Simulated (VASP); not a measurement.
# SnSe (F-43m) in VASP: further runs

Aim: see how the results for SnSe move with the level of theory and the settings. Levels: PBE, LDA, PBEsol, r2SCAN. Tasks: G0W0 low-scaling quasiparticle levels, G0W0 quasiparticle levels, evGW quasiparticle levels.

Program: VASP 6.6.1. These are calculated values, not measurements. Logs are shortened: lines on timing, memory, paths and dates and some standing lists are left out, and cuts for length are marked.

## (1) The crystal as given

The structure is cubic, space group F-43m (No. 216). Conventional cell: a = 6.782 Å, b = 6.782 Å, c = 6.782 Å, α = 90.00°, β = 90.00°, γ = 90.00°. Sn (site symmetry -43m) has 4 Se at 2.94 Å as nearest neighbours. Se (site symmetry -43m) is surrounded by 4 Sn at 2.94 Å.

The cell was built by a generator and needn't be a form met in nature.

## (2) G0W0 low-scaling quasiparticle levels, PBE

The input, POSCAR:

```
SnSe
1.0
    0.0000000000      3.3908400000      3.3908400000
    3.3908400000      0.0000000000      3.3908400000
    3.3908400000      3.3908400000      0.0000000000
Sn Se
1 1
Direct
    0.0000000000      0.0000000000      0.0000000000
    0.7500000000      0.7500000000      0.7500000000
```

The input, INCAR.step1:

```
PREC = Accurate
ENCUT = 450
EDIFF = 1E-8
ISMEAR = 0
SIGMA = 0.01
LREAL = F
LASPH = T
NELM = 80
ALGO = Normal
LWAVE = T
LCHARG = F
GGA = PE
```

The input, INCAR.step2:

```
PREC = Accurate
ENCUT = 450
EDIFF = 1E-8
ISMEAR = 0
SIGMA = 0.01
LREAL = F
LASPH = T
NELM = 1
ALGO = Exact
LWAVE = T
LCHARG = F
GGA = PE
NBANDS = 492
LOPTICS = T
ISTART = 1
```

The input, INCAR.step3:

```
PREC = Accurate
ENCUT = 450
EDIFF = 1E-8
ISMEAR = 0
SIGMA = 0.01
LREAL = F
LASPH = T
ALGO = EVGW0R
LWAVE = F
LCHARG = F
GGA = PE
NELMGW = 1
NBANDS = 492
ENCUTGW = 150
NOMEGA = 16
PRECFOCK = Fast
ISTART = 1
NBANDSGW = 18
```

The input, KPOINTS:

```
regular mesh
0
Gamma
  3 3 3
```

Potentials or basis: VASP PAW PBE potentials, release 64 (Sn_d_GW, Se_GW).

Started as:

```console
$ cat potpaw_PBE.64/Sn_d_GW/POTCAR potpaw_PBE.64/Se_GW/POTCAR > POTCAR
$ cp INCAR.step1 INCAR
$ mpirun -np 1 vasp_std > vasp.out
$ cp INCAR.step2 INCAR
$ mpirun -np 1 vasp_std > vasp.out
$ cp INCAR.step3 INCAR
$ mpirun -np 1 vasp_std > vasp.out
```

OUTCAR:

```text
PREC = Accurate
   ENCUT = 450
   EDIFF = 1E-8
   ISMEAR = 0
   LREAL = F
   LASPH = T
   GGA = PE
   NELMGW = 1
   ENCUTGW = 150
   PRECFOCK = Fast
   ISTART = 1

 ion  position               nearest neighbor table
   1  0.000  0.000  0.000-   2 2.94   2 2.94   2 2.94   2 2.94
   2  0.750  0.750  0.750-   1 2.94   1 2.94   1 2.94   1 2.94

  LATTYP: Found a face centered cubic cell.
 ALAT       =     6.7816800000

  Lattice vectors:

 A1 = (   0.0000000000,   3.3908400000,   3.3908400000)
 A2 = (   3.3908400000,   0.0000000000,   3.3908400000)
 A3 = (   3.3908400000,   3.3908400000,   0.0000000000)

Analysis of symmetry for initial positions (statically):
=====================================================================
 Subroutine PRICEL returns:
 Original cell was already a primitive cell.

 Routine SETGRP: Setting up the symmetry group for a
 face centered cubic supercell.

 Subroutine GETGRP returns: Found 24 space group operations
 (whereof 24 operations were pure point group operations)
 out of a pool of 48 trial point group operations.

The static configuration has the point symmetry T_d .

Analysis of symmetry for dynamics (positions and initial velocities):
=====================================================================
 Subroutine PRICEL returns:
 Original cell was already a primitive cell.

 Routine SETGRP: Setting up the symmetry group for a
 face centered cubic supercell.

 Subroutine GETGRP returns: Found 24 space group operations
 (whereof 24 operations were pure point group operations)
 out of a pool of 48 trial point group operations.

The dynamic configuration has the point symmetry T_d .

 Subroutine INISYM returns: Found 24 space group operations
 (whereof 24 operations are pure point group operations),
 and found     1 'primitive' translations

----------------------------------------------------------------------------------------

                                     Primitive cell

  volume of cell :      77.9744

  direct lattice vectors                    reciprocal lattice vectors
     0.000000000  3.390840000  3.390840000    -0.147456088  0.147456088  0.147456088
     3.390840000  0.000000000  3.390840000     0.147456088 -0.147456088  0.147456088
     3.390840000  3.390840000  0.000000000     0.147456088  0.147456088 -0.147456088

  length of vectors
     4.795371916  4.795371916  4.795371916     0.255401436  0.255401436  0.255401436

  position of ions in fractional coordinates (direct lattice)
     0.000000000  0.000000000  0.000000000
     0.750000000  0.750000000  0.750000000

  ion indices of the primitive-cell ions
   primitive index   ion index
                 1           1
                 2           2

----------------------------------------------------------------------------------------

 KPOINTS: regular mesh

Automatic generation of k-mesh.
 Grid dimensions read from file:
 generate k-points for:    3    3    3

 Generating k-lattice:

  Cartesian coordinates                     Fractional coordinates (reciprocal lattice)
    -0.049152029  0.049152029  0.049152029     0.333333333  0.000000000  0.000000000
     0.049152029 -0.049152029  0.049152029     0.000000000  0.333333333  0.000000000
     0.049152029  0.049152029 -0.049152029     0.000000000  0.000000000  0.333333333

  Length of vectors
     0.085133812  0.085133812  0.085133812

  Shift w.r.t. Gamma in fractional coordinates (k-lattice)
     0.000000000  0.000000000  0.000000000

 Subroutine IBZKPT returns following result:
 ===========================================

 Found      4 irreducible k-points:

 Following reciprocal coordinates:
            Coordinates               Weight
  0.000000  0.000000  0.000000      1.000000
  0.333333  0.000000  0.000000      8.000000
  0.333333  0.333333  0.000000      6.000000
 -0.333333  0.333333  0.000000     12.000000
   k-points           NKPTS =      4   k-points in BZ     NKDIM =     27   number of bands    NBANDS=    492
   number of dos      NEDOS =    301   number of ions     NIONS =      2
   total plane-waves  NPLWV =  46656
   dimension x,y,z NGX =    36 NGY =   36 NGZ =   36
   dimension x,y,z NGXF=    72 NGYF=   72 NGZF=   72
   ions per type =               1   1
   NGX,Y,Z   is equivalent  to a cutoff of  12.48, 12.48, 12.48 a.u.
   NGXF,Y,Z  is equivalent  to a cutoff of  24.96, 24.96, 24.96 a.u.
 SYSTEM =  unknown system
   PREC   = accura    normal or accurate (medium, high low for compatibility)
   ISTART =      1    job   : 0-new  1-cont  2-samecut
   ICHARG =      0    charge: 1-file 2-atom 10-const
   ISPIN  =      1    spin polarized calculation?
   LNONCOLLINEAR =      F non collinear calculations
   LSORBIT =      F    spin-orbit coupling
   LASPH  =      T    aspherical Exc in radial PAW
   ENCUT  =  450.0 eV  33.07 Ry    5.75 a.u.   8.29  8.29  8.29*2*pi/ulx,y,z
   NELM   =     60;   NELMIN=  2; NELMDL=  0     # of ELM steps
   EDIFF  = 0.1E-07   stopping-criterion for ELM
   LREAL  =      F    real-space projection
   EDIFFG = 0.1E-06   stopping-criterion for IOM
   NSW    =      0    number of steps for IOM
   IBRION =     -1    ionic relax: 0-MD 1-quasi-New 2-CG
   NFREE  =      0    steps in history (QN), initial steepest desc. (CG)
   ISIF   =      0    stress and relaxation
   ISYM   =      3    0-nonsym 1-usesym 2-fastsym
   POTIM  = 0.5000    time-step for ionic-motion
   TEBEG  =    0.0;   TEEND  =   0.0 temperature during run
   PSTRESS=    0.0 pullay stress
   NELECT =      20.0000    total number of electrons
   NUPDOWN=      -1.0000    fix difference up-down
   EMIN   =  10.00;   EMAX   =-10.00  energy-range for DOS
   EFERMI =   0.00;   METHOD = LEGACY
   ISMEAR =     0;   SIGMA  =   0.01  broadening in eV -4-tet -1-fermi 0-gaus
   EFERMI_NEDOS =   21; number of points for ismear=-14 and -15
   IALGO  =     38    algorithm
   IMIX   =      4    mixing-type and parameters
     AMIX     =   0.40;   BMIX     =  1.00
     AMIX_MAG =   1.60;   BMIX_MAG =  1.00
  volume/ion in A,a.u.               =      38.99       263.10
  Fermi-wavevector in a.u.,A,eV,Ry     =   1.040162  1.965621 14.720638  1.081936
  Thomas-Fermi vector in A             =   2.174725
   LORBIT       =      0    0 simple, 1 ext, 2 COOP (PROOUT), +10 PAW based schemes
   GGA     = PE    functional components
   LHFCALC =     T    Hartree Fock is set to
   PRECFOCK=fast      Normal, Fast or Accurate (Low or Medium for compatibility)
   ENCUT4O =  -1.0   cutoff for four orbital integrals eV
   NKREDX  =     1    reduce k-point grid by
   NKREDY  =     1    reduce k-point grid by
   NKREDZ  =     1    reduce k-point grid by
   AEXX    =    1.0000 exact exchange contribution
   HFSCREEN=    0.0000 screening length (either q_TF or 0.3 A-1)
   HFSCREENC=   0.0000 screening length for correlation (either q_TF or 0.3 A-1)
   ENCUTFOCK=  -1.0 apply spherical cutoff to Coloumb kernel
   IVDW    =     0    specifies the selected vdW correction
   LEPSILON=     F    determine dielectric tensor
   LRPA    =     F    only Hartree local field effects (RPA)
   LRPAFORCE           =     F    calculate RPA forces
   ENCUTGW             = 150.0    cutoff for response function in eV
   ENCUTGWSOFT         = 120.0    soft cutoff for Coulomb kernel in GW response function in eV
   ENCUTLF             =  -1.0    cutoff for local field effects
   NELMGW              =     1    number of iterations in solving QP/BSE equation
   NELMHF              =     1    number of iterations in the inner HF iteration
   NKREDLFX            =     1    NKREDLFY  =   1   NKREDLFZ  =   1
 non-spin polarized calculation
 Gauss-broadening in eV      SIGMA  =   0.01
  energy-cutoff  :      450.00
  volume of cell :       77.97
 maximum number of plane-waves:      1700
 NGX is ok and might be reduce to    36
  NGX = 18; NGY = 18; NGZ = 18
   NGX = 17   NGY = 17   NGZ = 17
 maximum number of plane-waves:       332
 maximum number of plane-waves:     45671
 maximum number of plane-waves:      8801

      cutoff energy     smooth cutoff   RPA   correlation   Hartree contr. to MP2
---------------------------------------------------------------------------------
            150.000           120.000      -23.6821959662      -38.0929454027
            142.857           114.286      -23.4342161551      -37.7672185101
            136.054           108.844      -23.1718392629      -37.4208399724
            129.576           103.661      -22.8947762406      -37.0537426142
            123.405            98.724      -22.5976699588      -36.6589898582
            117.529            94.023      -22.2880854263      -36.2457568047
            111.932            89.546      -21.9684934095      -35.8174100079
            106.602            85.282      -21.6331758345      -35.3671811235
  linear regression
  converged value                          -26.7300627366      -42.1534604167

 QP shifts evaluated in KS or natural orbital/ Bruckner basis
 k-point   1 :       0.0000    0.0000    0.0000
 band No.  KS-energies   sigma(KS)    QP-e(linear)    Z         QP-e(zeros)     Z        occupation    Imag(E_QP)    QP_DIFF TAG

      1     -19.8242     -23.7523     -22.6856       0.7285     -22.5597       0.6632       2.0000      -0.8805      -0.0000   2
      2     -19.8242     -23.7661     -22.6957       0.7285     -22.5689       0.6629       2.0000      -0.8825      -0.0000   2
      3     -19.8242     -23.7661     -22.6957       0.7285     -22.5688       0.6629       2.0000      -0.8825       0.0000   2
      4     -19.8133     -23.7889     -22.7034       0.7270     -22.5590       0.6521       2.0000      -0.7054       0.0000   2
      5     -19.8133     -23.7889     -22.7034       0.7270     -22.5590       0.6521       2.0000      -0.7054       0.0000   2
      6     -11.2340     -11.4175     -11.3460       0.6108     -11.3459       0.6080       2.0000      -1.1070       0.0000   2
[... 10 lines left out ...]
     17      10.5445      10.0639      10.1852       0.7475      10.1839       0.7533       0.0000      -0.3006      -0.0000   2
     18      10.5445      10.0639      10.1852       0.7475      10.1839       0.7533       0.0000      -0.3006       0.0000   2

 k-point   2 :       0.3333    0.0000    0.0000
 band No.  KS-energies   sigma(KS)    QP-e(linear)    Z         QP-e(zeros)     Z        occupation    Imag(E_QP)    QP_DIFF TAG

      1     -19.8265     -23.7699     -22.6950       0.7274     -22.5634       0.6592       2.0000      -0.8311       0.0000   2
      2     -19.8223     -23.7569     -22.6880       0.7283     -22.5601       0.6620       2.0000      -0.8613      -0.0000   2
      3     -19.8223     -23.7658     -22.6945       0.7283     -22.5660       0.6619       2.0000      -0.8625      -0.0000   2
      4     -19.8128     -23.7818     -22.6969       0.7266     -22.5536       0.6523       2.0000      -0.7147       0.0000   2
      5     -19.8128     -23.7852     -22.6993       0.7266     -22.5558       0.6522       2.0000      -0.7151       0.0000   2
      6     -10.9244     -11.1362     -11.0559       0.6211     -11.0557       0.6178       2.0000      -1.0964       0.0000   2
[... 10 lines left out ...]
     17      10.2813       9.9196      10.0168       0.7312      10.0157       0.7373       0.0000      -0.2643      -0.0000   2
     18      12.8778      12.7241      12.7620       0.7530      12.7619       0.7543       0.0000      -0.5540       0.0000   2

 k-point   3 :       0.3333    0.3333    0.0000
 band No.  KS-energies   sigma(KS)    QP-e(linear)    Z         QP-e(zeros)     Z        occupation    Imag(E_QP)    QP_DIFF TAG

      1     -19.8298     -23.7661     -22.6937       0.7276     -22.5637       0.6601       2.0000      -0.8435       0.0000   2
      2     -19.8199     -23.7603     -22.6891       0.7282     -22.5591       0.6608       2.0000      -0.8404      -0.0000   2
      3     -19.8199     -23.7695     -22.6958       0.7282     -22.5652       0.6606       2.0000      -0.8417       0.0000   2
      4     -19.8145     -23.7829     -22.6997       0.7270     -22.5574       0.6533       2.0000      -0.7260       0.0000   2
      5     -19.8118     -23.7757     -22.6877       0.7255     -22.5436       0.6507       2.0000      -0.7064      -0.0000   2
      6     -10.8162     -11.0386     -10.9550       0.6242     -10.9547       0.6208       2.0000      -1.0863      -0.0000   2
[... 10 lines left out ...]
     17      12.5110      12.2716      12.3345       0.7373      12.3342       0.7392       0.0000      -0.5404      -0.0000   2
     18      12.5110      12.2720      12.3348       0.7373      12.3345       0.7392       0.0000      -0.5405      -0.0000   2

 k-point   4 :      -0.3333    0.3333    0.0000
 band No.  KS-energies   sigma(KS)    QP-e(linear)    Z         QP-e(zeros)     Z        occupation    Imag(E_QP)    QP_DIFF TAG

      1     -19.8287     -23.7641     -22.6899       0.7270     -22.5589       0.6590       2.0000      -0.8319       0.0000   2
      2     -19.8206     -23.7727     -22.6984       0.7282     -22.5662       0.6597       2.0000      -0.8243       0.0000   2
      3     -19.8199     -23.7603     -22.6895       0.7283     -22.5597       0.6610       2.0000      -0.8424      -0.0000   2
      4     -19.8136     -23.7814     -22.6965       0.7266     -22.5538       0.6525       2.0000      -0.7216      -0.0000   2
      5     -19.8124     -23.7760     -22.6893       0.7258     -22.5460       0.6514       2.0000      -0.7148      -0.0000   2
      6     -10.6898     -10.9279     -10.8396       0.6293     -10.8392       0.6257       2.0000      -1.0734       0.0000   2
[... 10 lines left out ...]
     17      12.0396      11.6522      11.7515       0.7436      11.7507       0.7482       0.0000      -0.4087      -0.0000   2
     18      12.8408      12.5375      12.6140       0.7478      12.6136       0.7510       0.0000      -0.4876      -0.0000   2

  HF+RPA corr. energy TOTEN  =       -39.66425956 eV

  HF+E_corr(extrapolated)    =       -42.71212633 eV
```

Run time: 45 min. Hardware: 1 thread of Intel Xeon 6975P-C (Granite Rapids), shared host; peak memory 11 GiB.

Results:

| Item | Value |
| --- | --- |
| Band gap on the k mesh, mean-field level | 0.86 eV, indirect (least direct gap 1.03 eV) |
| Quasiparticle gap | 1.27 eV |
| Least direct quasiparticle gap | 1.46 eV |
| RPA correlation energy | -13.365 eV/atom |
| RPA correlation energy per cell | -26.730 eV |

Caveat: the k mesh is coarse (spacing up to 0.53 Å⁻¹), so the values aren't converged; bands, screening cutoff and mesh are small and nothing is extrapolated, so the quasiparticle values aren't converged; spin-orbit coupling is left out, which moves the levels of the heavy elements; an odd mesh through Γ misses points on the zone boundary, where band edges often lie.

[end of part 1 of 3]
